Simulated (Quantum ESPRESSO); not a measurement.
Runs of Quantum ESPRESSO 7.5 on HfB2. The structure is hexagonal, space group P6/mmm (No. 191). Conventional cell: a = 3.140 Å, b = 3.140 Å, c = 3.480 Å, α = 90.00°, β = 90.00°, γ = 120.00°. Hf (site symmetry 6/mmm) is surrounded by 12 B at 2.51 Å. B (site symmetry -6m2) is surrounded by 3 B at 1.81 Å. 

| task | level | potentials or basis | U | cell | k mesh | cutoff (eV) | smearing | iterations | mixing beta | start of the occupations | hubbard projectors | form of the LDA correlation | mesh quality | gap on the mesh (eV) | pressure (GPa) |
| --- | --- | --- | --- | --- | --- | --- | --- | --- | --- | --- | --- | --- | --- | --- | --- |
| energy-loss spectrum | PBE | PseudoDojo 0.4.1 SR PBE standard | - | as given | 6 × 6 × 5 | 1034 | methfessel-paxton 0.136 eV | 300 | 0.5 | - | - | - | coarse | none | 1.9 |
| Hubbard U by linear response | LDA+U | JTH 2.0 LDA | Hf d U = 4.5 eV | as given | 8 × 8 × 6 | 490 | cold 0.136 eV | - | 0.3 | default | ortho-atomic | PW92 | coarse | none | (a) |
| energy-loss spectrum | PBEsol | PseudoDojo 0.4.1 SR PBE standard | - | as given | 8 × 8 × 6, shifted | 1034 | gaussian 0.2 eV | 200 | 0.5 | - | - | - | coarse | none | -2.9 |
| phonons | LDA | JTH 2.0 LDA | - | relaxed | 10 × 10 × 8 | 490 | methfessel-paxton 0.2 eV | - | 0.5 | - | - | PW92 | not flagged | none | 0.0 |
| Wannier functions | LDA | JTH 2.0 LDA | - | as given | 8 × 8 × 6 | 490 | fermi-dirac 0.05 eV | - | 0.5 | - | - | PW92 | coarse | none | -10.4 |

Alike in all rows: no spin polarisation.

Q: Fill in the values left out.

A: (a) -9.7.

Caveats: some runs use coarse meshes; the cutoff is low for these files, which shifts pressure and relaxed volume (some runs); U without spin polarisation on a metal has little footing (some runs); the U is typed as a test and isn't derived for this compound (some runs); the potentials were made for another functional, which shifts forces and pressure (some runs); the Lanczos chain is short for so many electrons, so humps in the spectrum may be artefacts (some runs); the mesh is thin for the phonons of a metal (some runs); the Wannier minimisation didn't converge (some runs).

A k mesh can miss the band edges, and the runs leave out spin-orbit coupling on Hf.

A gap of «none» marks a metal or a gap under the smearing width.

Not every run made on this cell is shown here.
